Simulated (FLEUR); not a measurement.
Input of a FLEUR MaX-R8.1 (later development tree) run:

Contents of inp.xml:

```xml
<?xml version="1.0" encoding="UTF-8" standalone="no"?>
<fleurInput fleurInputVersion="0.39">
   <comment>
      Mg                                                                                                  
   </comment>
   <calculationSetup>
      <cutoffs Kmax="3.8" Gmax="11.8" GmaxXC="11.8" numbands="0"/>
      <scfLoop itmax="60" minDistance="0.00001" maxIterBroyd="15" imix="Anderson" alpha="0.05" precondParam="0.0" spinf="2.0" sdNocoIR="T"/>
      <coreElectrons ctail="T" frcor="F" kcrel="0" coretail_lmax="0"/>
      <xcFunctional name="pbe" relativisticCorrections="F"/>
      <magnetism jspins="1"/>
      <soc l_soc="F" theta="0.0" phi="0.0" spav="F"/>
      <expertModes spex="0" secvar="F"/>
      <geometryOptimization l_f="T" forcealpha="1.0" forcemix="BFGS" epsdisp="0.0005" epsforce="0.0002"/>
      <ldaU l_linMix="F" mixParam="0.05" spinf="1.0"/>
   </calculationSetup>
   <cell>
      <bzIntegration valenceElectrons="20.0" mode="hist" fermiSmearingEnergy="0.00183747">
         <kPointListSelection listName="default-1"/>
         <!-- k-points included here -->
         <xi:include xmlns:xi="http://www.w3.org/2001/XInclude" href="kpts.xml"> </xi:include>
      </bzIntegration>
      <!-- symmetry operations included here -->
      <xi:include xmlns:xi="http://www.w3.org/2001/XInclude" href="sym.xml"> </xi:include>
      <bulkLattice scale="1.0">
         <bravaisMatrix>
            <row-1>    6.0646980516787794     0.0000000000000000     0.0000000000000000</row-1>
            <row-2>   -3.0323490258393897     5.2521825791012002     0.0000000000000000</row-2>
            <row-3>    0.0000000000000000     0.0000000000000000     9.8460400270033794</row-3>
         </bravaisMatrix>
      </bulkLattice>
   </cell>
   <atomSpecies>
      <species name="Magnesium (Mg)" element="Mg" atomicNumber="12">
         <mtSphere radius="2.66" gridPoints="879" logIncrement="0.013"/>
         <atomicCutoffs lmax="11" lnonsphr="8"/>
         <electronConfig flipSpins="F">
            <coreConfig>(1s1/2)</coreConfig>
            <valenceConfig>(2s1/2) (2p1/2) (2p3/2) (3s1/2)</valenceConfig>
         </electronConfig>
         <energyParameters s="3" p="2" d="3" f="4"/>
         <lo type="SCLO" l="0" n="2" eDeriv="0"/>
         <lo type="HELO" l="1" n="3" eDeriv="0"/>
         <lo type="HELO" l="1" n="3" eDeriv="1"/>
         <lo type="SCLO" l="2" n="3" eDeriv="2"/>
         <lo type="SCLO" l="3" n="4" eDeriv="2"/>
      </species>
   </atomSpecies>
   <atomGroups>
      <atomGroup species="Magnesium (Mg)">
         <relPos label="                   1">-1.000/3.000 1.000/3.000 -1.000/4.000</relPos>
         <relPos label="                   2">1.000/3.000 -1.000/3.000 1.000/4.000</relPos>
         <force calculate="T" relaxXYZ="TTT"/>
      </atomGroup>
   </atomGroups>
   <output dos="F" band="F" slice="F">
      <checks vchk="F" cdinf="F"/>
      <bandDOS minEnergy="-.5*Htr" maxEnergy="0.5*Htr" sigma="0.015" storeEVData="T"/>
      <vacuumDOS vacdos="F" integ="F" star="F" nstars="0" locx1="0.0" locy1="0.0" locx2="0.0" locy2="0.0" nstm="0" tworkf="0.0"/>
      <unfoldingBand unfoldBand="F" supercellX="1" supercellY="1" supercellZ="1"/>
      <plotting iplot="0" polar="F">
         <plot TwoD="T" vec1="  1.0  0.0  0.0" vec2="  0.0  1.0  0.0" vec3="  0.0  0.0  1.0" zero="  0.0  0.0  0.0" file="plot"/>
      </plotting>
      <chargeDensitySlicing numkpt="0" minEigenval="0.0" maxEigenval="0.0" nnne="0" pallst="F"/>
      <specialOutput eonly="F"/>
      <moessbauerParams electricFieldGradient="T" isomerShift="T" coreHyperfine="T" valenceHyperfine="T"/>
      <magneticCircularDichroism mcd="F" energyLo="-10.0" energyUp="0.0"/>
   </output>
  <!-- We include the file relax.xml here to enable relaxations (see documentation) -->
  <xi:include xmlns:xi="http://www.w3.org/2001/XInclude" href="relax.xml"> <xi:fallback/> </xi:include>
</fleurInput>
```

The input crystal.txt:

```
Mg
&input cartesian=F /
3.2093000000  0.0000000000  0.0000000000
-1.6046500000  2.7793353284  0.0000000000
0.0000000000  0.0000000000  5.2103000000
1.8897261246
1.0 1.0 1.0

2
12 0.6666666667  0.3333333333  0.7500000000
12 0.3333333333  0.6666666667  0.2500000000

&kpt div1=10 div2=10 div3=5 gamma=T /
```

Potentials or basis: all-electron, FLAPW.

Command:

```console
$ inpgen -f crystal.txt -profile fastHighL
$ # inp.xml edited to the form shown
$ fleur_MPI
```

Estimate the band gap on the k mesh.

none (metal or under the smearing width).

Core levels (eV from the Fermi level):
```csv
atom,levels
1 Mg,1s1/2 -1255.7
2 Mg,1s1/2 -1255.7
```
